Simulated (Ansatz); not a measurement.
**LAPW volumes and bulk moduli in simple lattices**

All-electron LAPW (Ansatz 0.2.0), scalar-relativistic, no spin, Fermi–Dirac smearing 0.136 eV, k-meshes of 8 to 18 points an axis; Birch–Murnaghan fits to pressures. Some or most of these lattices are hypothetical for the element, and V0 is the minimum nearest the starting volume; lattices without a usable fit are left out; mesh and smearing are coarse, and magnetic elements are treated as non-magnetic.

```json
{"element": "Co", "lattice": "bcc", "functional": "LDA", "V0 (Å³/atom)": "9.84", "B0 (GPa)": "290", "B′": "4.7", "k-points per axis": "17"}
{"element": "Co", "lattice": "bcc", "functional": "PBE", "V0 (Å³/atom)": "10.61", "B0 (GPa)": "233", "B′": "4.8", "k-points per axis": "17"}
{"element": "Co", "lattice": "bcc", "functional": "PBEsol", "V0 (Å³/atom)": "10.16", "B0 (GPa)": "265", "B′": "4.7", "k-points per axis": "17"}
{"element": "Co", "lattice": "diamond", "functional": "PBE", "V0 (Å³/atom)": "14.98", "B0 (GPa)": "128", "B′": "4.7", "k-points per axis": "9"}
{"element": "Co", "lattice": "diamond", "functional": "PBEsol", "V0 (Å³/atom)": "14.27", "B0 (GPa)": "148", "B′": "4.7", "k-points per axis": "9"}
{"element": "Co", "lattice": "fcc", "functional": "LDA", "V0 (Å³/atom)": "9.63", "B0 (GPa)": "308", "B′": "4.7", "k-points per axis": "17"}
{"element": "Co", "lattice": "fcc", "functional": "PBE", "V0 (Å³/atom)": "10.36", "B0 (GPa)": "248", "B′": "4.8", "k-points per axis": "16"}
{"element": "Co", "lattice": "fcc", "functional": "PBEsol", "V0 (Å³/atom)": "9.93", "B0 (GPa)": "282", "B′": "4.8", "k-points per axis": "16"}
{"element": "Co", "lattice": "sc", "functional": "LDA", "V0 (Å³/atom)": "11.04", "B0 (GPa)": "225", "B′": "4.6", "k-points per axis": "15"}
{"element": "Co", "lattice": "sc", "functional": "PBE", "V0 (Å³/atom)": "11.97", "B0 (GPa)": "178", "B′": "4.7", "k-points per axis": "14"}
```

Task: Give V0 and B0 for sc Co in PBEsol.

Result: 11.42 Å³/atom and 204.5 GPa.

Task: Give V0 and B0 for diamond Co in LDA.

Result: 13.79 Å³/atom and 163.0 GPa.
